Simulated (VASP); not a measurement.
Be in VASP: the effect of target pressure

The system is Be.

```
CELL_PARAMETERS angstrom
0.00000 1.57905 1.57905
1.57905 0.00000 1.57905
1.57905 1.57905 0.00000
ATOMIC_POSITIONS crystal
Be 0.00000 0.00000 0.00000
```

The cell was built by a generator and needn't be a form met in nature.

Alike in all runs:

```yaml
Program: VASP 6.6.1
Task: relaxation of cell and atoms
Functional: PBEsol
Potentials_or_basis: VASP PAW PBE potentials, release 64 (Be)
Cutoff: 600 eV
k_mesh: 14 × 14 × 14
Occupations: fermi-dirac, width 0.05 eV
Spin: no spin polarisation
```

Each run relaxes the cell or the atoms first.

| target pressure | target pressure | relaxed volume (Å³/atom) |
| --- | --- | --- |
| 0 GPa | - | 7.82 |
| 2 GPa | 2 GPa | 7.69 |
| 5 GPa | 5 GPa | 7.52 |
| 10 GPa | 10 GPa | ? |
| 20 GPa | 20 GPa | 6.86 |
| 30 GPa | 30 GPa | 6.52 |

**Question.** What does the run with target pressure 10 GPa give?

**Answer.** Relaxed volume 7.28 Å³/atom.

Worked out: In Murnaghan's law V^(-B') rises as a straight line in P. The other rows fit best with B' = 3.1, V0 = 7.82 Å³/atom and B0 = 124 GPa, which gives 7.27 Å³/atom at 10 GPa, against the run's 7.28.

Caveats: the PAW data sets were made with another functional, which shifts forces and pressure a little; the cell is relaxed towards a set pressure, so the enthalpy falls and the energy may rise (some runs); the volume moved by over 15 % at a fixed basis, so the end points are rough (some runs).
